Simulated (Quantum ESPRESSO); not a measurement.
# Al (P6/mmm) in Quantum ESPRESSO: further runs, part 2 of 3

Quantum ESPRESSO 7.5.

## (5) Phonons, PBE

The input, pw.in:

```
&CONTROL
  calculation = 'scf'
  prefix = 'pwscf'
  outdir = './tmp'
  pseudo_dir = './pseudo'
  tprnfor = .true.
  tstress = .true.
  disk_io = 'low'
/
&SYSTEM
  ibrav = 0
  celldm(1) = 8
  nat = 2
  ntyp = 1
  ecutwfc = 45
  ecutrho = 360
  nbnd = 8
  occupations = 'smearing'
  smearing = 'mv'
  degauss = 0.01469973
/
&ELECTRONS
  conv_thr = 4d-10
  electron_maxstep = 120
  mixing_beta = 0.5
/
ATOMIC_SPECIES
Al    26.9815 al_pbe_v1.uspp.F.UPF
CELL_PARAMETERS alat
  1.0740093078275   0.0000000000000   0.0000000000000
 -0.5370058349926   0.9301184742255   0.0000000000000
  0.0000000000000   0.0000000000000   0.6505216832988
ATOMIC_POSITIONS crystal
Al     0.3333300000    0.6666700000    0.5000000000
Al     0.6666700000    0.3333300000    0.5000000000
K_POINTS automatic
7 7 10 0 0 0
```

The input, scf2.in:

```
&CONTROL
  calculation = 'scf'
  prefix = 'pwscf'
  outdir = './tmp'
  pseudo_dir = './pseudo'
  tprnfor = .true.
  tstress = .true.
  disk_io = 'low'
/
&SYSTEM
  ibrav = 0
  celldm(1) = 8
  nat = 2
  ntyp = 1
  ecutwfc = 45
  ecutrho = 360
  nbnd = 8
  occupations = 'smearing'
  smearing = 'mv'
  degauss = 0.01469973
/
&ELECTRONS
  conv_thr = 1d-13
  electron_maxstep = 120
  mixing_beta = 0.5
  startingpot = 'file'
  startingwfc = 'file'
/
ATOMIC_SPECIES
Al    26.9815 al_pbe_v1.uspp.F.UPF
CELL_PARAMETERS alat
  1.0740093078275   0.0000000000000   0.0000000000000
 -0.5370058349926   0.9301184742255   0.0000000000000
  0.0000000000000   0.0000000000000   0.6505216832988
ATOMIC_POSITIONS crystal
Al     0.3333300000    0.6666700000    0.5000000000
Al     0.6666700000    0.3333300000    0.5000000000
K_POINTS automatic
7 7 10 0 0 0
```

The input, ph.in:

```
phonons of Al
&INPUTPH
  prefix = 'pwscf'
  outdir = './tmp'
  tr2_ph = 1d-18
  fildyn = 'dyn'
  niter_ph = 90
  alpha_mix(1) = 0.4
/
0.0000000000 0.0000000000 0.0000000000
```

The input, dynmat.in:

```
&INPUT
  fildyn = 'dyn'
  asr = 'crystal'
  filout = 'dynmat.disp'
  fileig = 'dynmat.eig'
/
```

Potentials or basis: GBRV 1.5 PBE.

On the command line:

```
$ OMP_NUM_THREADS=1 pw.x -in pw.in > pw.out
$ OMP_NUM_THREADS=1 pw.x -in scf2.in > scf2.out
$ OMP_NUM_THREADS=1 ph.x -in ph.in > ph.out
$ OMP_NUM_THREADS=1 dynmat.x -in dynmat.in > dynmat.out
```

pw.out:

```text
This program is part of the open-source Quantum ESPRESSO suite
     for quantum simulation of materials; please cite
[... 9 lines left out ...]
     --------------------
     sticks:   dense  smooth     PW     G-vecs:    dense   smooth      PW
     Sum        1813     925    295                38383    13619    2395

     Using Slab Decomposition

     bravais-lattice index     =            0
     lattice parameter (alat)  =       8.0000  a.u.
     unit-cell volume          =     332.7193 (a.u.)^3
     number of atoms/cell      =            2
     number of atomic types    =            1
     number of electrons       =         6.00
     number of Kohn-Sham states=            8
     kinetic-energy cutoff     =      45.0000  Ry
     charge density cutoff     =     360.0000  Ry
     scf convergence threshold =      4.0E-10
     mixing beta               =       0.5000
     number of iterations used =            8  plain     mixing
     Exchange-correlation= SLA  PW   PBE  PBE
                           (   1   4   3   4   0   0   0)

     celldm(1)=   8.000000  celldm(2)=   0.000000  celldm(3)=   0.000000
     celldm(4)=   0.000000  celldm(5)=   0.000000  celldm(6)=   0.000000

     crystal axes: (cart. coord. in units of alat)
               a(1) = (   1.074009   0.000000   0.000000 )
               a(2) = (  -0.537006   0.930118   0.000000 )
               a(3) = (   0.000000   0.000000   0.650522 )

     reciprocal axes: (cart. coord. in units 2 pi/alat)
               b(1) = (  0.931091  0.537567 -0.000000 )
               b(2) = (  0.000000  1.075132  0.000000 )
               b(3) = (  0.000000 -0.000000  1.537228 )

     PseudoPot. # 1 for Al read from file:
     al_pbe_v1.uspp.F.UPF
     Pseudo is Ultrasoft + core correction, Zval =  3.0
     Generated by new atomic code, or converted to UPF format
     Using radial grid of  893 points,  3 beta functions with:
                l(1) =   0
                l(2) =   1
                l(3) =   2
     Q(r) pseudized with  8 coefficients,  rinner =    0.900   0.900   0.900
                                                       0.900   0.900

     atomic species   valence    mass     pseudopotential
     Al                3.00    26.98150     Al( 1.00)

      4 Sym. Ops., with inversion, found

   Cartesian axes

     site n.     atom                  positions (alat units)
         1        Al     tau(   1) = (  -0.0000062   0.6200821   0.3252608  )
         2        Al     tau(   2) = (   0.5370096   0.3100364   0.3252608  )

     number of k points=   150  Marzari-Vanderbilt smearing, width (Ry)=  0.0147

     Number of k-points >= 100: set verbosity='high' to print them.

     Dense  grid:    38383 G-vectors     FFT dimensions: (  54,  54,  32)

     Smooth grid:    13619 G-vectors     FFT dimensions: (  40,  40,  24)

     Initial potential from superposition of free atoms

     starting charge       5.9951, renormalised to       6.0000
     Starting wfcs are    8 randomized atomic wfcs

     Self-consistent Calculation

     iteration #  1     ecut=    45.00 Ry     beta= 0.50
     Davidson diagonalization with overlap
     ethr =  1.00E-02,  avg # of iterations =  5.5

     Threshold (ethr) on eigenvalues was too large:
     Diagonalizing with lowered threshold

     Davidson diagonalization with overlap
     ethr =  2.44E-04,  avg # of iterations =  3.5

     total energy              =     -13.34461468 Ry
     estimated scf accuracy    <       0.01518142 Ry
[... 43 lines left out ...]
     iteration #  8     ecut=    45.00 Ry     beta= 0.50
     Davidson diagonalization with overlap
     ethr =  1.05E-11,  avg # of iterations =  2.0

     End of self-consistent calculation

     Number of k-points >= 100: set verbosity='high' to print the bands.

     the Fermi energy is     3.8575 ev

!    total energy              =     -13.34454818 Ry
     estimated scf accuracy    <          4.0E-12 Ry
     smearing contrib. (-TS)   =       0.00017990 Ry
     internal energy E=F+TS    =     -13.34472808 Ry

     The total energy is F=E-TS. E is the sum of the following terms:
     one-electron contribution =       3.41265153 Ry
     hartree contribution      =       0.44791570 Ry
     xc contribution           =      -8.38877217 Ry
     ewald contribution        =      -8.81652313 Ry

     convergence has been achieved in   8 iterations

     Forces acting on atoms (cartesian axes, Ry/au):

     atom    1 type  1   force =     0.00001037   -0.00000603    0.00000000
     atom    2 type  1   force =    -0.00001037    0.00000603    0.00000000

     Total force =     0.000017     Total SCF correction =     0.000000

     Computing stress (Cartesian axis) and pressure

          total   stress  (Ry/bohr**3)                   (kbar)     P=       -2.04
   0.00000177   0.00000007   0.00000000            0.26        0.01        0.00
   0.00000007   0.00000185   0.00000000            0.01        0.27        0.00
   0.00000000   0.00000000  -0.00004523            0.00        0.00       -6.65

=------------------------------------------------------------------------------=
   JOB DONE.
=------------------------------------------------------------------------------=
```

scf2.out:

```text
This program is part of the open-source Quantum ESPRESSO suite
     for quantum simulation of materials; please cite
[... 9 lines left out ...]
     --------------------
     sticks:   dense  smooth     PW     G-vecs:    dense   smooth      PW
     Sum        1813     925    295                38383    13619    2395
[... 113 lines left out ...]
   0.00000177   0.00000007   0.00000000            0.26        0.01        0.00
   0.00000007   0.00000185   0.00000000            0.01        0.27        0.00
   0.00000000   0.00000000  -0.00004522            0.00        0.00       -6.65

=------------------------------------------------------------------------------=
   JOB DONE.
=------------------------------------------------------------------------------=
```

Wall time 3.1 min (1 thread of Arm Neoverse V2, shared host); peak memory 0.11 GiB.

What came out:

```yaml
Free_energy: -181.5618 eV
Pressure_after_relaxing: -0.2 GPa
Band_gap_on_the_k_mesh: none (metal or under the smearing width)
Highest_phonon_frequency_at_Γ: 338 cm⁻¹
Most_unstable_mode: 152i cm⁻¹
```

Levels at points of the mesh, in eV from the Fermi level:
| k point | band 1 | band 2 | band 3 | band 4 | band 5 | band 6 | band 7 |
| --- | --- | --- | --- | --- | --- | --- | --- |
| (0.00, 0.00, 0.00) | -8.77 | -0.84 | -0.84 | -0.52 | 2.26 | 2.26 | 5.52 |
| (0.00, 0.00, -0.50) | -4.45 | -3.52 | 2.38 | 2.38 | 2.70 | 5.70 | 5.70 |

Phonon frequencies in cm⁻¹ (negative: imaginary):
```tsv
q point	frequencies
(0.000, 0.000, 0.000)	-152 -8 4 4 338 338
```

Optical modes at Γ, degenerate ones joined:
| cm⁻¹ | components | symmetry | active in |
| --- | --- | --- | --- |
| 152i | 1 | Bg | Raman |
| 338 | 2 | Ag | Raman |

Caveat: the mesh is thin for the phonons of a metal; some modes are imaginary.

## (6) Phonons, PBE

Changes to pw.in since step 5:

```diff
@@ -14,4 +14,4 @@
   ntyp = 1
-  ecutwfc = 45
-  ecutrho = 360
+  ecutwfc = 52
+  ecutrho = 312
   nbnd = 8
@@ -27,3 +27,3 @@
 ATOMIC_SPECIES
-Al    26.9815 al_pbe_v1.uspp.F.UPF
+Al    26.9815 Al.GGA_PBE-JTH.UPF
 CELL_PARAMETERS alat
```

Changes to scf2.in since step 5:

```diff
@@ -14,4 +14,4 @@
   ntyp = 1
-  ecutwfc = 45
-  ecutrho = 360
+  ecutwfc = 52
+  ecutrho = 312
   nbnd = 8
@@ -29,3 +29,3 @@
 ATOMIC_SPECIES
-Al    26.9815 al_pbe_v1.uspp.F.UPF
+Al    26.9815 Al.GGA_PBE-JTH.UPF
 CELL_PARAMETERS alat
```

ph.in is that of step 5.

dynmat.in is that of step 5.

Potentials or basis: JTH 2.0 PBE.

On the command line:

```
$ OMP_NUM_THREADS=1 pw.x -in pw.in > pw.out
$ OMP_NUM_THREADS=1 pw.x -in scf2.in > scf2.out
$ OMP_NUM_THREADS=1 ph.x -in ph.in > ph.out
$ OMP_NUM_THREADS=1 dynmat.x -in dynmat.in > dynmat.out
```

pw.out:

```text
This program is part of the open-source Quantum ESPRESSO suite
     for quantum simulation of materials; please cite
         "P. Giannozzi et al., J. Phys.:Condens. Matter 21 395502 (2009);
         "P. Giannozzi et al., J. Phys.:Condens. Matter 29 465901 (2017);
         "P. Giannozzi et al., J. Chem. Phys. 152 154105 (2020);
     in publications or presentations arising from this work. More details at

     file Al.GGA_PBE-JTH.UPF: wavefunction(s)  3S 0S 3P 0P renormalized
     Message from routine setup:
     using ibrav=0 with symmetry is DISCOURAGED, use correct ibrav instead

     G-vector sticks info
     --------------------
     sticks:   dense  smooth     PW     G-vecs:    dense   smooth      PW
     Sum        1585    1057    337                30917    16835    2941

     Using Slab Decomposition

     bravais-lattice index     =            0
     lattice parameter (alat)  =       8.0000  a.u.
     unit-cell volume          =     332.7193 (a.u.)^3
     number of atoms/cell      =            2
     number of atomic types    =            1
     number of electrons       =         6.00
     number of Kohn-Sham states=            8
     kinetic-energy cutoff     =      52.0000  Ry
     charge density cutoff     =     312.0000  Ry
     scf convergence threshold =      4.0E-10
     mixing beta               =       0.5000
     number of iterations used =            8  plain     mixing
     Exchange-correlation= SLA PW PBX PBC
                           (   1   4   3   4   0   0   0)

     celldm(1)=   8.000000  celldm(2)=   0.000000  celldm(3)=   0.000000
     celldm(4)=   0.000000  celldm(5)=   0.000000  celldm(6)=   0.000000

     crystal axes: (cart. coord. in units of alat)
               a(1) = (   1.074009   0.000000   0.000000 )
               a(2) = (  -0.537006   0.930118   0.000000 )
               a(3) = (   0.000000   0.000000   0.650522 )

     reciprocal axes: (cart. coord. in units 2 pi/alat)
               b(1) = (  0.931091  0.537567 -0.000000 )
               b(2) = (  0.000000  1.075132  0.000000 )
               b(3) = (  0.000000 -0.000000  1.537228 )

     PseudoPot. # 1 for Al read from file:
     Al.GGA_PBE-JTH.UPF
     Pseudo is Projector augmented-wave + core cor, Zval =  3.0
     Generated using ATOMPAW code
     Shape of augmentation charge: SINC**2
     Using radial grid of  982 points,  4 beta functions with:
                l(1) =   0
                l(2) =   0
                l(3) =   1
                l(4) =   1
     Q(r) pseudized with 0 coefficients

     atomic species   valence    mass     pseudopotential
     Al                3.00    26.98150     Al( 1.00)

      4 Sym. Ops., with inversion, found

   Cartesian axes

     site n.     atom                  positions (alat units)
         1        Al     tau(   1) = (  -0.0000062   0.6200821   0.3252608  )
         2        Al     tau(   2) = (   0.5370096   0.3100364   0.3252608  )

     number of k points=   150  Marzari-Vanderbilt smearing, width (Ry)=  0.0147

     Number of k-points >= 100: set verbosity='high' to print them.

     Dense  grid:    30917 G-vectors     FFT dimensions: (  50,  50,  30)

     Smooth grid:    16835 G-vectors     FFT dimensions: (  40,  40,  24)

     Initial potential from superposition of free atoms

     starting charge       5.9954, renormalised to       6.0000

     negative rho (up, down):  2.172E-03 0.000E+00
     Starting wfcs are   16 randomized atomic wfcs

     Self-consistent Calculation

     iteration #  1     ecut=    52.00 Ry     beta= 0.50
     Davidson diagonalization with overlap
     ethr =  1.00E-02,  avg # of iterations =  5.6

     Threshold (ethr) on eigenvalues was too large:
     Diagonalizing with lowered threshold

     Davidson diagonalization with overlap
     ethr =  2.47E-04,  avg # of iterations =  3.0

     negative rho (up, down):  2.206E-03 0.000E+00

     total energy              =     -78.96026610 Ry
     estimated scf accuracy    <       0.01521544 Ry

     iteration #  2     ecut=    52.00 Ry     beta= 0.50
     Davidson diagonalization with overlap
     ethr =  2.54E-04,  avg # of iterations =  1.2

     negative rho (up, down):  2.274E-03 0.000E+00

     total energy              =     -78.93385798 Ry
     estimated scf accuracy    <       0.00323122 Ry

     iteration #  3     ecut=    52.00 Ry     beta= 0.50
     Davidson diagonalization with overlap
     ethr =  5.39E-05,  avg # of iterations =  2.5

     negative rho (up, down):  2.060E-03 0.000E+00

     total energy              =     -78.93336680 Ry
     estimated scf accuracy    <       0.00018081 Ry

     iteration #  4     ecut=    52.00 Ry     beta= 0.50
     Davidson diagonalization with overlap
     ethr =  3.01E-06,  avg # of iterations =  4.2

     negative rho (up, down):  1.926E-03 0.000E+00

     total energy              =     -78.93368359 Ry
     estimated scf accuracy    <       0.00002099 Ry

     iteration #  5     ecut=    52.00 Ry     beta= 0.50
     Davidson diagonalization with overlap
     ethr =  3.50E-07,  avg # of iterations =  2.0

     negative rho (up, down):  1.846E-03 0.000E+00

     total energy              =     -78.93369038 Ry
     estimated scf accuracy    <       0.00000289 Ry

     iteration #  6     ecut=    52.00 Ry     beta= 0.50
     Davidson diagonalization with overlap
     ethr =  4.81E-08,  avg # of iterations =  1.0

     negative rho (up, down):  1.819E-03 0.000E+00

     total energy              =     -78.93369061 Ry
     estimated scf accuracy    <       0.00000012 Ry

     iteration #  7     ecut=    52.00 Ry     beta= 0.50
     Davidson diagonalization with overlap
     ethr =  1.93E-09,  avg # of iterations =  2.0

     negative rho (up, down):  1.809E-03 0.000E+00

     total energy              =     -78.93369065 Ry
     estimated scf accuracy    <          7.5E-09 Ry

     iteration #  8     ecut=    52.00 Ry     beta= 0.50
     Davidson diagonalization with overlap
     ethr =  1.26E-10,  avg # of iterations =  2.0

     negative rho (up, down):  1.806E-03 0.000E+00

     total energy              =     -78.93369065 Ry
     estimated scf accuracy    <          4.4E-10 Ry

     iteration #  9     ecut=    52.00 Ry     beta= 0.50
     Davidson diagonalization with overlap
     ethr =  7.36E-12,  avg # of iterations =  2.0

     negative rho (up, down):  1.806E-03 0.000E+00

     End of self-consistent calculation

     Number of k-points >= 100: set verbosity='high' to print the bands.

     the Fermi energy is     3.8902 ev

!    total energy              =     -78.93369065 Ry
     total all-electron energy =       -78.933691 Ry
     estimated scf accuracy    <          1.4E-11 Ry
     smearing contrib. (-TS)   =       0.00018608 Ry
     internal energy E=F+TS    =     -78.93387673 Ry

     The total energy is F=E-TS. E is the sum of the following terms:
     one-electron contribution =       3.78400637 Ry
     hartree contribution      =       0.44168431 Ry
     xc contribution           =      -4.00194705 Ry
     ewald contribution        =      -8.81652313 Ry
     one-center paw contrib.   =     -70.34109723 Ry

     convergence has been achieved in   9 iterations

     negative rho (up, down):  1.806E-03 0.000E+00

     Forces acting on atoms (cartesian axes, Ry/au):

     atom    1 type  1   force =     0.00001050   -0.00000603    0.00000000
     atom    2 type  1   force =    -0.00001050    0.00000603    0.00000000

     Total force =     0.000017     Total SCF correction =     0.000001

     Computing stress (Cartesian axis) and pressure

     negative rho (up, down):  1.806E-03 0.000E+00
          total   stress  (Ry/bohr**3)                   (kbar)     P=       -1.06
   0.00001142   0.00000007   0.00000000            1.68        0.01        0.00
   0.00000007   0.00001149   0.00000000            0.01        1.69        0.00
   0.00000000   0.00000000  -0.00004449            0.00        0.00       -6.55

=------------------------------------------------------------------------------=
   JOB DONE.
=------------------------------------------------------------------------------=
```

Wall time 3.8 min (1 thread of Arm Neoverse V2, shared host); peak memory 0.1 GiB.

What came out:

```yaml
Free_energy: -1073.9476 eV
Pressure_after_relaxing: -0.1 GPa
Band_gap_on_the_k_mesh: none (metal or under the smearing width)
Highest_phonon_frequency_at_Γ: 341 cm⁻¹
Most_unstable_mode: 153i cm⁻¹
```

Stress tensor (GPa, compression positive):
```
 0.17  0.00  0.00
 0.00  0.17  0.00
 0.00  0.00 -0.65
```

Phonon frequencies in cm⁻¹ (negative: imaginary):
```tsv
q point	frequencies
(0.000, 0.000, 0.000)	-153 -1 -1 3 341 341
```

Optical modes at Γ, degenerate ones joined:
```csv
cm⁻¹,components,symmetry,active in
153i,1,Bg,Raman
341,2,Ag,Raman
```

Caveat: the mesh is thin for the phonons of a metal; some modes are imaginary.

(Continued in part 3 of 3.)
